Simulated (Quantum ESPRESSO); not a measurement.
Ge:

```
Ge
1.0
     0.00000    2.82891    2.82891
     2.82891    0.00000    2.82891
     2.82891    2.82891    0.00000
Ge
2
Direct
  0.75000 0.75000 0.75000
  0.50000 0.50000 0.50000
```

- Program: Quantum ESPRESSO 7.5
- Task: phonons
- Functional: RPBE
- Dispersion: D3(BJ)
- Potentials or basis: GBRV 1.5 PBE
- Cutoff: 925 eV
- Density cutoff: 7347 eV
- k mesh: 6 × 6 × 6, shifted
- Occupations: cold, width 0.2 eV
- Spin: no spin polarisation
- Mixing beta: 0.5
- Most SCF iterations: 120
- SCF threshold: 4e-10 Ry
- Startingwfc: atomic

The first run showed a gap, so the response started from a second, tighter run with fixed occupations.

Task: What is the highest optical frequency at the zone centre?

Result: 303 cm⁻¹, a mode of symmetry T2g (Raman).

Optical modes at Γ, degenerate ones joined, polar ones without the macroscopic field:
| cm⁻¹ | components | symmetry | active in | IR intensity, summed ((D/Å)²/amu) |
| --- | --- | --- | --- | --- |
| 303 | 3 | T2g | Raman | 0.00 |

Caveat: the cell is more than 3 GPa from zero pressure, which shifts response properties; this smearing can shift energies of a crystal with a gap; the gap on the mesh is small and may close between mesh points, in which case fixed occupations spoil the response.
